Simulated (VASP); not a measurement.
# GaSb (F-43m) in VASP: notebook

One crystal, GaSb, is run at these levels: PBEsol; tasks: relaxation of cell and atoms.

All numbers are computed with VASP 6.6.1; they aren't measurements. Logs are shortened: lines on timing, memory, paths and dates and some standing lists are left out, and cuts for length are marked.

## (1) The structure

Symmetry: F-43m, No. 216, cubic system. Conventional cell: a = 6.118 Å, b = 6.118 Å, c = 6.118 Å, α = 90.00°, β = 90.00°, γ = 90.00°. Ga (site symmetry -43m) is surrounded by 4 Sb at 2.65 Å. Around Sb (site symmetry -43m) lie 4 Ga at 2.65 Å.

## (2) Relaxation of cell and atoms, PBEsol

Input file INCAR:

```
PREC = Accurate
ENCUT = 520
EDIFF = 1E-7
ISMEAR = 0
SIGMA = 0.02
LREAL = False
LASPH = True
NELM = 80
ALGO = Normal
ISIF = 3
LWAVE = False
LCHARG = False
GGA = PS
IBRION = 2
NSW = 80
EDIFFG = -0.002
KPAR = 4
```

Input file KPOINTS:

```
Automatic mesh
0
Gamma
  10 10 10
```

Input file POSCAR:

```
GaSb
1.0
    0.0000000000      3.0590000000      3.0590000000
    3.0590000000      0.0000000000      3.0590000000
    3.0590000000      3.0590000000      0.0000000000
Ga Sb
1 1
Direct
    0.0000000000      0.0000000000      0.0000000000
    0.2500000000      0.2500000000      0.2500000000
```

Potentials or basis: VASP PAW PBE potentials, release 64 (Ga_d, Sb).

Launch:

```
> cat potpaw_PBE.64/Ga_d/POTCAR potpaw_PBE.64/Sb/POTCAR > POTCAR
> mpirun -np 4 vasp_std > vasp.out
```

OUTCAR:

```text
PREC = Accurate
   ENCUT = 520
   EDIFF = 1E-7
   ISMEAR = 0
   LREAL = False
   LASPH = True
   NELM = 80
   ISIF = 3
   GGA = PS
   IBRION = 2
   NSW = 80
   EDIFFG = -0.002

 ion  position               nearest neighbor table
   1  0.000  0.000  0.000-   2 2.65   2 2.65   2 2.65   2 2.65
   2  0.250  0.250  0.250-   1 2.65   1 2.65   1 2.65   1 2.65

  LATTYP: Found a face centered cubic cell.
 ALAT       =     6.1180000000

  Lattice vectors:

 A1 = (   0.0000000000,   3.0590000000,   3.0590000000)
 A2 = (   3.0590000000,   0.0000000000,   3.0590000000)
 A3 = (   3.0590000000,   3.0590000000,   0.0000000000)

Analysis of symmetry for initial positions (statically):
=====================================================================
 Subroutine PRICEL returns:
 Original cell was already a primitive cell.

 Routine SETGRP: Setting up the symmetry group for a
 face centered cubic supercell.

 Subroutine GETGRP returns: Found 24 space group operations
 (whereof 24 operations were pure point group operations)
 out of a pool of 48 trial point group operations.

The static configuration has the point symmetry T_d .

Analysis of symmetry for dynamics (positions and initial velocities):
=====================================================================
 Subroutine PRICEL returns:
 Original cell was already a primitive cell.

 Routine SETGRP: Setting up the symmetry group for a
 face centered cubic supercell.

 Subroutine GETGRP returns: Found 24 space group operations
 (whereof 24 operations were pure point group operations)
 out of a pool of 48 trial point group operations.

The dynamic configuration has the point symmetry T_d .

 Subroutine INISYM returns: Found 24 space group operations
 (whereof 24 operations are pure point group operations),
 and found     1 'primitive' translations

----------------------------------------------------------------------------------------

                                     Primitive cell

  volume of cell :      57.2491

  direct lattice vectors                    reciprocal lattice vectors
     0.000000000  3.059000000  3.059000000    -0.163452109  0.163452109  0.163452109
     3.059000000  0.000000000  3.059000000     0.163452109 -0.163452109  0.163452109
     3.059000000  3.059000000  0.000000000     0.163452109  0.163452109 -0.163452109

  length of vectors
     4.326079287  4.326079287  4.326079287     0.283107357  0.283107357  0.283107357

  position of ions in fractional coordinates (direct lattice)
     0.000000000  0.000000000  0.000000000
[... 103 lines left out ...]
   GGA     = PS    functional components
   LHFCALC =     F    Hartree Fock is set to
   AEXX    =    0.0000 exact exchange contribution
   IVDW    =     0    specifies the selected vdW correction
   LEPSILON=     F    determine dielectric tensor
   LRPA    =     F    only Hartree local field effects (RPA)
 conjugate gradient relaxation of ions
 non-spin polarized calculation
 Gauss-broadening in eV      SIGMA  =   0.02
  energy-cutoff  :      520.00
  volume of cell :       57.25
 maximum number of plane-waves:      1572
   NGX = 17   NGY = 17   NGZ = 17

--------------------------------------- Ionic step        1  -------------------------------------------

 number of electron      17.9999986 magnetization

 Free energy of the ion-electron system (eV)
  ---------------------------------------------------
  ext. energy  EPLUGINS =         0.00000000
  ---------------------------------------------------
  free energy    TOTEN  =        -8.15340591 eV

  energy without entropy =       -8.15337107  energy(sigma->0) =       -8.15338849

------------------------ aborting loop because EDIFF is reached ----------------------------------------

  FORCE on cell =-STRESS in cart. coord.  units (eV):
  Direction    XX          YY          ZZ          XY          YZ          ZX
  --------------------------------------------------------------------------------------
  -------------------------------------------------------------------------------------
  Total       -0.0230145     -0.0230145     -0.0230145      0.0000000      0.0000000     -0.0000000
  in kB       -0.6440861     -0.6440861     -0.6440861      0.0000000      0.0000000     -0.0000000
  external PRESSURE =      -0.6440861 kB  Pullay stress =       0.0000000 kB
[... 59 lines left out ...]
--------------------------------------- Ionic step        3  -------------------------------------------

 number of electron      17.9999986 magnetization

 Free energy of the ion-electron system (eV)
  ---------------------------------------------------
  ext. energy  EPLUGINS =         0.00000000
  ---------------------------------------------------
  free energy    TOTEN  =        -8.15342297 eV

  energy without entropy =       -8.15338703  energy(sigma->0) =       -8.15340500

 E-fermi :   4.7542     XC(G=0):  -9.2726

 val. band max:        4.7451224164   @ k =   0.0000   0.0000   0.0000
 cond. band min:       5.0944794542   @ k =   0.5000   0.0000   0.0000
 fundamental gap:      0.3493570377
 Fermi energy:         4.7541838632

 k-point     1 :       0.0000    0.0000    0.0000
  band No.  band energies     occupation
      1     -10.2548      2.00000
      2     -10.2548      2.00000
      3     -10.2548      2.00000
      4     -10.2042      2.00000
      5     -10.2042      2.00000
      6      -6.7687      2.00000
      7       4.7445      1.50730
      8       4.7445      1.50719
      9       4.7445      1.50719
     10       4.7451      1.47831
     11       7.5019      0.00000
     12       7.5019      0.00000
     13       7.5019      0.00000
[... 354 lines left out ...]
  band No.  band energies     occupation
      1     -10.2916      2.00000
      2     -10.2360      2.00000
      3     -10.2354      2.00000
      4     -10.2128      2.00000
      5     -10.2012      2.00000
      6      -5.1533      2.00000
      7      -0.8632      2.00000
      8       2.2259      2.00000
      9       2.5467      2.00000
     10       5.9192      0.00000
     11       6.9687      0.00000
     12      10.8999      0.00000
     13      11.4289      0.00000

 [... further k-points ...]

------------------------ aborting loop because EDIFF is reached ----------------------------------------

  FORCE on cell =-STRESS in cart. coord.  units (eV):
  Direction    XX          YY          ZZ          XY          YZ          ZX
  --------------------------------------------------------------------------------------
  -------------------------------------------------------------------------------------
  Total       -0.0032271     -0.0032271     -0.0032271     -0.0000000      0.0000000     -0.0000000
  in kB       -0.0904365     -0.0904365     -0.0904365     -0.0000000      0.0000000     -0.0000000
  external PRESSURE =      -0.0904365 kB  Pullay stress =       0.0000000 kB
[... 17 lines left out ...]
  FREE ENERGIE OF THE ION-ELECTRON SYSTEM (eV)
  ---------------------------------------------------
  free  energy   TOTEN  =        -8.1534229736 eV

  energy  without entropy=       -8.1533870283  energy(sigma->0) =       -8.15340500

 reached required accuracy - stopping structural energy minimisation
```

CONTCAR:

```text
GaSb
   1.00000000000000
    -0.0000000000000000    3.0576015656260176    3.0576015656260176
     3.0576015656260176    0.0000000000000000    3.0576015656260176
     3.0576015656260176    3.0576015656260176    0.0000000000000000
  Ga              Sb
     1     1
Direct
     0.0000000000000000    0.0000000000000000    0.0000000000000000
     0.2500000000000000    0.2500000000000000    0.2500000000000000

  0.00000000E+00  0.00000000E+00  0.00000000E+00
  0.00000000E+00  0.00000000E+00  0.00000000E+00
```

It took 18 s on 4 MPI ranks of Intel Xeon Platinum 8259CL at 2.50GHz (Skylake/Cascade Lake), shared host; peak memory 0.21 GiB.

Results:

| Item | Value |
| --- | --- |
| Free energy | -8.1534 eV |
| Relaxed volume | 28.59 Å³/atom |
| Relaxed cell | a = 4.324 Å, b = 4.324 Å, c = 4.324 Å, α = 60.00°, β = 60.00°, γ = 60.00° |
| Space group after relaxing (to 0.05 Å) | F-43m (No. 216) |
| Energy gained by relaxing | 0.0 meV/atom |
| Ionic steps | 3 |
| Pressure after relaxing | 0.0 GPa |
| Band gap on the k mesh | none (metal or under the smearing width) |

Final structure:
```yaml
crystal:
  lattice:
    - [0.00000, 3.05760, 3.05760]
    - [3.05760, 0.00000, 3.05760]
    - [3.05760, 3.05760, 0.00000]
  atoms:
    - { symbol: Ga, position: [0.00000, 0.00000, 0.00000] }
    - { symbol: Sb, position: [0.25000, 0.25000, 0.25000] }
```

Levels at points of the mesh, in eV from the Fermi level:
```
           k point  band 5  band 6  band 7  band 8  band 9  band 10  band 11  band 12  band 13
(0.00, 0.00, 0.00)  -14.96  -11.52   -0.01   -0.01   -0.01    -0.01     2.75     2.75     2.75
(0.50, 0.00, 0.00)  -14.96   -9.89   -6.41   -1.17   -1.17     0.34     3.71     3.71     6.31
(0.50, 0.50, 0.00)  -14.95   -9.06   -6.85   -2.60   -2.60     0.83     1.15     8.67     8.67
```

Caveat: the PAW data sets were made with another functional, which shifts forces and pressure a little; this crystal is a semiconductor, whose small gap the functional closes, so the metal is an error of the method. The run has no spin-orbit coupling, so splittings on Sb are missing.

## (3) Relaxation of cell and atoms, PBEsol

INCAR is that of step 2.

KPOINTS is that of step 2.

Input file POSCAR:

```
GaSb                                    
1.0
   -0.0000000000      3.0576015656      3.0576015656
    3.0576015656      0.0000000000      3.0576015656
    3.0576015656      3.0576015656      0.0000000000
  Ga              Sb            
     1     1
Direct
     0.0000000000000000    0.0000000000000000    0.0000000000000000
     0.2500000000000000    0.2500000000000000    0.2500000000000000
```

Potentials or basis: VASP PAW PBE potentials, release 64 (Ga_d, Sb).

Launch:

```
> cat potpaw_PBE.64/Ga_d/POTCAR potpaw_PBE.64/Sb/POTCAR > POTCAR
> mpirun -np 4 vasp_std > vasp.out
```

Wall time 9 s (4 MPI ranks of Intel Xeon Platinum 8259CL at 2.50GHz (Skylake/Cascade Lake), shared host); peak memory 0.2 GiB.

It converged, with:

- Free energy: -8.1534 eV
- Pressure after relaxing: 0.0 GPa
- Band gap on the k mesh: none (metal or under the smearing width)

Final structure:
```
Ga Sb
1.0
     0.00000    3.05760    3.05760
     3.05760    0.00000    3.05760
     3.05760    3.05760    0.00000
Ga Sb
1 1
Direct
  0.00000 0.00000 0.00000
  0.25000 0.25000 0.25000
```

Levels at points of the mesh, in eV from the Fermi level:
| k point | band 6 | band 7 | band 8 | band 9 | band 10 | band 11 | band 12 | band 13 |
| --- | --- | --- | --- | --- | --- | --- | --- | --- |
| (0.00, 0.00, 0.00) | -11.52 | -0.01 | -0.01 | -0.01 | -0.01 | 2.75 | 2.75 | 2.75 |
| (0.50, 0.00, 0.00) | -9.89 | -6.41 | -1.17 | -1.17 | 0.34 | 3.71 | 3.71 | 6.31 |
| (0.50, 0.50, 0.00) | -9.06 | -6.85 | -2.60 | -2.60 | 0.83 | 1.15 | 8.67 | 8.67 |

Caveat: the relaxation stopped at its first step, so nothing moved; the PAW data sets were made with another functional, which shifts forces and pressure a little; this crystal is a semiconductor, whose small gap the functional closes, so the metal is an error of the method.
